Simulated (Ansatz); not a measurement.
# P under changes of volume

One of the cells (16.144 Å³/atom); the others are scaled copies at fixed shape and fractional positions:

```
P
1.0
     1.72573    0.99635    3.12968
    -1.72573    0.99635    3.12968
     0.00000   -1.99270    3.12968
P
2
Direct
  0.77292 0.77292 0.77292
  0.22708 0.22708 0.22708
```

This isn't the form of P at room conditions, which is orthorhombic.

- Program: Ansatz 0.2.0
- Functional: LDA
- Potentials or basis: JTH PAW LDA
- Cutoff: 870 eV
- Density cutoff: 4350 eV
- k mesh: 9 × 9 × 9
- Occupations: gaussian, width 0.15 eV
- Spin: no spin polarisation

```csv
volume (Å³/atom),energy over the lowest point (meV/atom),pressure (GPa),largest force (eV/Å)
15.175,?,?,?
15.498,0.00,0.6,0.425
15.821,0.74,-1.3,0.297
16.144,5.25,-3.1,0.174
16.467,12.98,-4.7,0.048
16.789,23.81,-6.2,0.078
17.112,37.59,-7.6,0.196
```

Q: What does the run at 15.175 Å³/atom give?

A: Energy over the lowest point 3.55 meV/atom; pressure 2.8 GPa; largest force 0.569 eV/Å.

Worked out: A Birch-Murnaghan fit of order 3 (a polynomial in V^(-2/3)) to the other rows has its minimum at 15.59 Å³/atom with B0 = V·E''(V) = 92 GPa (rough, since the energies scatter) at fixed shape and positions, which overstates the stiffness. It gives 3.12 meV/atom at 15.175 Å³/atom, against the run's 3.55, and -dE/dV = 2.6 GPa, against 2.8.

Energies are extrapolated to zero smearing.
